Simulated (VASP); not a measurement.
The input files of a VASP run:

**KPOINTS**
```
Automatic mesh
0
Gamma
6 6 6
0 0 0
```

### POSCAR
```
LiI
1
    0.0000000000     3.0100000000     3.0100000000
    3.0100000000     0.0000000000     3.0100000000
    3.0100000000     3.0100000000     0.0000000000
Li I
1 1
Direct
  0.0000000000   0.0000000000   0.0000000000
  0.5000000000   0.5000000000   0.5000000000
```

INCAR:
```
SYSTEM = LiI
PREC = Accurate
ENCUT = 520
EDIFF = 1E-6
NELM = 60
ALGO = VeryFast
LREAL = .FALSE.
LASPH = .TRUE.
ISMEAR = 0
SIGMA = 0.05
GGA = PE
LMAXMIX = 4
LWAVE = .FALSE.
LCHARG = .FALSE.
ISIF = 2
NELMDL = -1
```

POTCAR, in this order: Li_sv I (PBE.64 set). Program: vasp_std.

The run wrote:

**standard output**
```
...
RMM:  21     0.383901353734E+03    0.72778E-01    0.54445E-01   576   0.499E+01    0.547E+02
RMM:  22     0.383861821214E+03   -0.39533E-01   -0.52932E-01   576   0.485E+01    0.565E+02
RMM:  23     0.384069150751E+03    0.20733E+00    0.19391E+00   576   0.473E+01    0.577E+02
RMM:  24     0.384043000461E+03   -0.26150E-01   -0.14549E-01   576   0.459E+01    0.597E+02
RMM:  25     0.383779621601E+03   -0.26338E+00   -0.27958E+00   576   0.448E+01    0.607E+02
RMM:  26     0.383902236767E+03    0.12262E+00    0.82453E-01   576   0.437E+01    0.618E+02
RMM:  27     0.383909050321E+03    0.68136E-02   -0.86856E-02   576   0.428E+01    0.632E+02
RMM:  28     0.384111308032E+03    0.20226E+00    0.19332E+00   576   0.420E+01    0.641E+02
RMM:  29     0.383906570969E+03   -0.20474E+00   -0.21168E+00   576   0.411E+01    0.654E+02
RMM:  30     0.384119906815E+03    0.21334E+00    0.19248E+00   575   0.403E+01    0.663E+02
RMM:  31     0.383916893416E+03   -0.20301E+00   -0.20847E+00   576   0.395E+01    0.669E+02
RMM:  32     0.383988218116E+03    0.71325E-01    0.33971E-01   576   0.388E+01    0.677E+02
RMM:  33     0.383874326213E+03   -0.11389E+00   -0.98983E-01   576   0.382E+01    0.685E+02
RMM:  34     0.383894691078E+03    0.20365E-01    0.50262E-02   576   0.376E+01    0.693E+02
RMM:  35     0.383931201639E+03    0.36511E-01    0.25017E-01   576   0.370E+01    0.699E+02
RMM:  36     0.383833466265E+03   -0.97735E-01   -0.10999E+00   576   0.362E+01    0.706E+02
RMM:  37     0.383734414701E+03   -0.99052E-01   -0.12521E+00   576   0.356E+01    0.713E+02
RMM:  38     0.383713012564E+03   -0.21402E-01   -0.45257E-01   576   0.350E+01    0.720E+02
RMM:  39     0.383668267299E+03   -0.44745E-01   -0.65397E-01   576   0.345E+01    0.726E+02
RMM:  40     0.383626904136E+03   -0.41363E-01   -0.44383E-01   576   0.340E+01    0.731E+02
RMM:  41     0.383583976583E+03   -0.42928E-01   -0.57112E-01   576   0.336E+01    0.737E+02
RMM:  42     0.383647783437E+03    0.63807E-01    0.55015E-01   576   0.331E+01    0.741E+02
RMM:  43     0.383533406955E+03   -0.11438E+00   -0.98791E-01   576   0.326E+01    0.748E+02
RMM:  44     0.383502097221E+03   -0.31310E-01   -0.39449E-01   576   0.322E+01    0.748E+02
RMM:  45     0.383644768702E+03    0.14267E+00    0.19114E-01   574   0.318E+01    0.713E+02
RMM:  46     0.383905443669E+03    0.26067E+00    0.61069E-01   574   0.313E+01    0.695E+02
RMM:  47     0.384865962558E+03    0.96052E+00    0.95889E-01   572   0.315E+01    0.771E+02
RMM:  48     0.384961631005E+03    0.95668E-01    0.11289E+00   576   0.302E+01    0.766E+02
RMM:  49     0.384855981437E+03   -0.10565E+00    0.86115E-02   574   0.297E+01    0.766E+02
RMM:  50     0.385068019999E+03    0.21204E+00    0.10026E+00   576   0.293E+01    0.731E+02
RMM:  51     0.385234549471E+03    0.16653E+00    0.59395E-01   576   0.289E+01    0.713E+02
RMM:  52     0.385632912354E+03    0.39836E+00    0.28287E-01   576   0.291E+01    0.610E+02
RMM:  53     0.385879239035E+03    0.24633E+00    0.10606E+00   576   0.286E+01    0.497E+02
RMM:  54     0.386213783641E+03    0.33454E+00    0.17525E+00   576   0.284E+01    0.420E+02
RMM:  55     0.386515642009E+03    0.30186E+00    0.12358E+00   576   0.283E+01    0.366E+02
RMM:  56     0.386814523385E+03    0.29888E+00    0.12159E+00   576   0.282E+01    0.325E+02
RMM:  57     0.387141786792E+03    0.32726E+00    0.77275E-01   576   0.284E+01    0.260E+02
RMM:  58     0.387366577547E+03    0.22479E+00    0.96970E-01   576   0.282E+01    0.232E+02
RMM:  59     0.387537717014E+03    0.17114E+00    0.52309E-01   576   0.281E+01    0.208E+02
RMM:  60     0.387740175904E+03    0.20246E+00    0.83480E-01   576   0.282E+01

 -----------------------------------------------------------------------------
|                                                                             |
|           W    W    AA    RRRRR   N    N  II  N    N   GGGG   !!!           |
|           W    W   A  A   R    R  NN   N  II  NN   N  G    G  !!!           |
|           W    W  A    A  R    R  N N  N  II  N N  N  G       !!!           |
|           W WW W  AAAAAA  RRRRR   N  N N  II  N  N N  G  GGG   !            |
|           WW  WW  A    A  R   R   N   NN  II  N   NN  G    G                |
|           W    W  A    A  R    R  N    N  II  N    N   GGGG   !!!           |
|                                                                             |
|     The electronic self-consistency was not achieved in the given           |
|     number of steps (NELM). The forces and other quantities evaluated       |
|     might not be reliable so examine the results carefully. If you find     |
|     spurious results, we suggest increasing NELM, if you were close to      |
|     convergence or switching to a different ALGO or adjusting the           |
|     density mixing parameters otherwise.                                    |
|                                                                             |
 -----------------------------------------------------------------------------

   1 F= 0.38774018E+03 E0= 0.38774171E+03  d E =-.307552E-02
```

**OUTCAR**
```
------------------------ aborting loop EDIFF was not reached (unconverged)  ----------------------------
  FORCE on cell =-STRESS in cart. coord.  units (eV):
  Direction    XX          YY          ZZ          XY          YZ          ZX
  --------------------------------------------------------------------------------------
  Total      103.8007479    103.8007479    103.8007479      0.0000000     -0.0000000      0.0000000
  in kB     3049.1696105   3049.1696105   3049.1696105      0.0000000     -0.0000000      0.0000000
  external PRESSURE =    3049.1696105 kB  Pullay stress =       0.0000000 kB
  volume of cell :       54.54
      direct lattice vectors                 reciprocal lattice vectors
     0.000000000  3.010000000  3.010000000    -0.166112957  0.166112957  0.166112957
     3.010000000  0.000000000  3.010000000     0.166112957 -0.166112957  0.166112957
     3.010000000  3.010000000  0.000000000     0.166112957  0.166112957 -0.166112957
 POSITION                                       TOTAL-FORCE (eV/Angst)
 -----------------------------------------------------------------------------------
      0.00000      0.00000      0.00000        -0.000000      0.000000      0.000000
      3.01000      3.01000      3.01000         0.000000     -0.000000     -0.000000
 -----------------------------------------------------------------------------------
    total drift:                                0.000000     -0.000000     -0.000000
  FREE ENERGIE OF THE ION-ELECTRON SYSTEM (eV)
  ---------------------------------------------------
  free  energy   TOTEN  =       387.7401759036 eV

  energy  without entropy=      387.7432514269  energy(sigma->0) =      387.74171367
```
(Selected blocks of OUTCAR.)

Q: Read the log: what went wrong, and how is it fixed?

A: The cause: ALGO = VeryFast starts from random orbitals with almost no delay (NELMDL = -1). The run did not converge; its last values are not results. Against the sound run, the energy per atom (σ→0) goes up by 196.786 eV/atom; the pressure increases by 304.93 GPa; the band gap drops by 4.26 eV. To mend it, set ALGO = Normal, remove NELMDL.

The mended run (PBE GGA, plane waves, VASP's PBE PAW potentials (set 64)) converges, and its OSZICAR ends with
```
   1 F= -.58302140E+01 E0= -.58302140E+01  d E =-.160051E-22
```

The compound is LiI in the rock salt structure. The cell was not relaxed at this level.
